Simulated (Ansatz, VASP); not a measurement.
# One calculation of KI, two programs

Contents of INCAR:

```
SYSTEM = KI
ALGO = Normal
EDIFF = 1E-6
ENCUT = 520
GGA = PE
ISIF = 2
ISMEAR = 0
LASPH = .TRUE.
LCHARG = .FALSE.
LREAL = .FALSE.
LWAVE = .FALSE.
NBANDS = 15
NELM = 80
PREC = Accurate
SIGMA = 0.01
```

Contents of KPOINTS:

```
k-points
0
G
  6 6 6
  0 0 0
```

POSCAR

```
KI
1.0
    4.3399757325      0.0000000000      0.0000000000
    0.0000000000      4.3399757325      0.0000000000
    0.0000000000      0.0000000000      4.3399757325
K I
1 1
Direct
    0.0000000000      0.0000000000      0.0000000000
    0.5000000000      0.5000000000      0.5000000000
```

Input for Ansatz:

```yaml
crystal:
  lattice:
    - [4.3399757325, 0.0, 0.0]
    - [0.0, 4.3399757325, 0.0]
    - [0.0, 0.0, 4.3399757325]
  atoms:
    - { symbol: K, position: [0.0, 0.0, 0.0] }
    - { symbol: I, position: [0.5, 0.5, 0.5] }
kpoints:
  mp_grid: { grid: [6, 6, 6] }
hamiltonian:
  xc: pbe
scf:
  occupations: { method: fixed }
  n_extra_bands: 4
output:
  forces: true
  stress: true
  eigenvalues: true
```

Alike in both runs: task single point; functional PBE; k mesh 6 × 6 × 6; no spin polarisation.

|  | VASP | Ansatz |
| --- | --- | --- |
| version | VASP 6.6.1 | Ansatz 0.2.0 |
| potentials or method | VASP PAW PBE potentials, release 64 (K_sv, I) | plane waves, PAW |
| plane-wave cutoff (eV) | 520 | 420 |
| occupations | gaussian, width 0.01 eV | fixed |
| valence electrons in the cell | 16 | 26 |

|  | VASP | Ansatz | Ansatz less VASP |
| --- | --- | --- | --- |
| gap on the k mesh at the Fermi level (eV) | 3.25 | 3.25 | +0.003 |
| pressure (GPa) | 0.0 | 0.0 | -0.03 |

The two sets of potentials don't hold the same shells in valence.

Caveats: spin-orbit coupling is left out, which moves the levels of the heavy elements. A k mesh can miss the band edges.
